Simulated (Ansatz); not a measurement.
TiO:

```
Ti O
1.0
     3.03100    0.00000    0.00000
    -1.51550    2.62492    0.00000
     0.00000    0.00000    3.23770
Ti O
1 1
Direct
  0.66667 0.33333 0.00000
  0.00000 0.00000 0.50000
```

- Program: Ansatz 0.2.0
- Task: relaxation of cell and atoms
- Functional: HSE06
- Potentials or basis: Ansatz PAW
- Cutoff: 420 eV (not typed: the program's choice for these potentials)
- k mesh: 5 × 5 × 4
- Occupations: fermi-dirac, width 0.05 eV
- Spin: no spin polarisation

At the start: volume 12.88 Å³/atom.

Task: Where does the relaxation end?

Result: It ends after 10 steps and the volume is 9.45 Å³/atom (-26.6 %); space group P-6m2 (No. 187, to 0.05 Å).

The path:
```csv
step,energy change (eV),largest force (eV/Å),volume (Å³)
1,0.0000,0.0000,25.76
2,-0.6927,0.0000,23.05
3,-1.1485,0.0000,20.56
4,-1.2547,0.0000,18.57
5,-1.2629,0.0000,18.96
6,-1.2635,0.0000,18.96
7,-1.2636,0.0000,18.93
8,-1.2580,0.0000,18.93
9,-1.2581,0.0000,18.90
10,-1.2580,0.0000,18.90
```

Final structure:
```yaml
crystal:
  lattice:
    - [2.78973, 0.00000, 0.00000]
    - [-1.39486, 2.41597, 0.00000]
    - [0.00000, 0.00000, 2.80464]
  atoms:
    - { symbol: Ti, position: [0.66667, 0.33333, 0.00000] }
    - { symbol: O, position: [0.00000, 0.00000, 0.50000] }
```

Caveat: the k mesh is coarse (spacing up to 0.49 Å⁻¹), so the values aren't converged, least of all with exact exchange; the volume moved by over 15 % at a fixed basis, so the end points are rough; the plane-wave basis is chosen anew once the cell has moved, so the energies of steps on either side of that aren't comparable; the pressure holds a Pulay correction of +0.5 GPa for the finite cutoff; the volume moved by -27 % from the deposited cell, more than functionals usually miss; the PAW data sets come from PBE, with cores solved anew for the run's functional, which leaves a small shift of forces and pressure.
